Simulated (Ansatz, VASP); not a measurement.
Two plane-wave programs on Te

Contents of INCAR:

```
PREC = Accurate
ENCUT = 520
EDIFF = 1E-6
ISMEAR = -1
SIGMA = 0.05
LREAL = F
LASPH = T
NELM = 100
ALGO = Normal
ISIF = 2
LWAVE = F
LCHARG = F
GGA = CA
NBANDS = 16
```

File KPOINTS:

```
Automatic mesh
0
Gamma
  7 7 5
```

Contents of POSCAR:

```
Te
1.0
    3.8705621598     -2.1764716655      0.0000000000
    3.8705621598      2.1764716655      0.0000000000
   -0.0955316789      0.0000000000      6.0547324433
Te
3
Direct
    0.0000000000      0.0000000000      0.0000000000
    0.3094466100      0.3094466100      0.3388094900
    0.6905533900      0.6905533900      0.6611905100
```

The input input.yaml:

```yaml
crystal:
  lattice:
    - [3.8705621598, -2.1764716655, 0.0]
    - [3.8705621598, 2.1764716655, 0.0]
    - [-0.0955316789, 0.0, 6.0547324433]
  atoms:
    - { symbol: Te, position: [0.0, 0.0, 0.0] }
    - { symbol: Te, position: [0.30944661, 0.30944661, 0.33880949] }
    - { symbol: Te, position: [0.69055339, 0.69055339, 0.66119051] }
hamiltonian:
  xc: lda
  pseudopotentials: { kind: paw }
kpoints:
  mp_grid: { grid: [7, 7, 5] }
scf:
  occupations: { method: fermi_dirac, width: 0.05 }
output:
  forces: true
  stress: true
  eigenvalues: true
  write_density: true
  write_potential: true
  elf: true
  volumetric_format: npy
```

This isn't the form of Te at room conditions, which is trigonal, of chains.

Alike in both runs: task single point; functional LDA; k mesh 7 × 7 × 5; occupations fermi-dirac, width 0.05 eV; no spin polarisation.

|  | VASP | Ansatz |
| --- | --- | --- |
| version | VASP 6.6.1 | Ansatz 0.2.0 |
| potentials or method | VASP PAW LDA potentials, release 64 (Te) | Ansatz PAW |
| plane-wave cutoff (eV) | 520 | 420 |
| valence electrons in the cell | 18 | 48 |

VASP gave:

```
gap on the k mesh at the Fermi level (eV)       : 0.07
least direct gap on the mesh (eV)               : 0.20
pressure (GPa)                                  : -4.4
largest component of the traceless stress (GPa) : 0.68
rms of the force components (eV/Å)              : 0.011
```

Which values does Ansatz return?

gap on the k mesh at the Fermi level (eV): 0.07; least direct gap on the mesh (eV): 0.20; pressure (GPa): -4.5; largest component of the traceless stress (GPa): 0.70; rms of the force components (eV/Å): 0.016.

Atom by atom the forces differ by 0.006 eV/Å (rms over components). The two sets of potentials don't hold the same shells in valence.

Caveats: spin-orbit coupling is left out, which moves the levels of the heavy elements (VASP); an odd mesh through Γ misses points on the zone boundary, where band edges often lie (VASP); the PAW data sets come from PBE, with cores solved anew for the run's functional, which leaves a small shift of forces and pressure (Ansatz).
